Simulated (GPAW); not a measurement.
Runs of GPAW 26.7.0 on Te. Symmetry: P3_121, No. 152, trigonal system. The conventional cell has a = 4.454 Å, b = 4.454 Å, c = 5.924 Å, α = 90.00°, β = 90.00°, γ = 120.00°. Te (site symmetry 2) is surrounded by 2 Te at 2.86 Å. 

```csv
task,level,potentials or basis,spin,cell,k mesh,cutoff (eV),maxiter,band path,band points,spin axis theta (degrees),spin axis phi (degrees),mesh quality,gap on the mesh (eV),pressure (GPa),largest force (eV/Å)
band structure,C09-vdW,"GPAW PAW data sets (gpaw-data 1.2.1), pw","SOC, no magnetisation",as given,5 × 5 × 3,600,150,"GMKGALHA,LM,KH",60,0,0,not flagged,-,-,(b)
relaxation of cell and atoms,PBEsol+D4,"PAW data sets generated in the run's folder for this functional, pw",off,relaxed,5 × 5 × 3,600,150,-,-,-,-,not flagged,0.67,0.0,-
single point,PBEsol0,"GPAW PAW data sets (gpaw-data 1.2.1), pw",off,as given,3 × 3 × 2,450,60,-,-,-,-,coarse,1.24,-,0.65
band structure,PBEsol,"PAW data sets generated in the run's folder for this functional, pw","SOC, no magnetisation",as given,5 × 5 × 4,600,150,"GMKGALHA,LM,KH",100,90,45,not flagged,-,-1.3,0.05
relaxation of cell and atoms,revPBE+D4,"the program's PAW data sets (release 1.2.1) made for this functional, pw",off,relaxed to -2 GPa,7 × 7 × 5,600,150,-,-,-,-,not flagged,(a),-2.1,0.03
```

Alike in all rows: smearing fermi-dirac 0.05 eV.

Question: Estimate the missing entries.

Answer: (a) 0.52; (b) 0.17.

Caveats: some runs use coarse meshes; spin-orbit coupling is left out, which moves the levels of the heavy elements (some runs); an odd mesh through Γ misses points on the zone boundary, where band edges often lie (some runs); spin-orbit coupling was added after a scalar SCF, so levels and gaps hold it while energy, forces, pressure and moments don't (some runs); this program's spin-orbit splittings come out too wide for heavy elements (some runs); the PAW data sets were made with another functional, which shifts forces and pressure a little (some runs); later steps reuse the first step's grids (some runs); exact exchange converges slowly with the k mesh, and this mesh is small (some runs).

A k mesh can miss the band edges, and rows without SOC leave out spin-orbit coupling on Te.
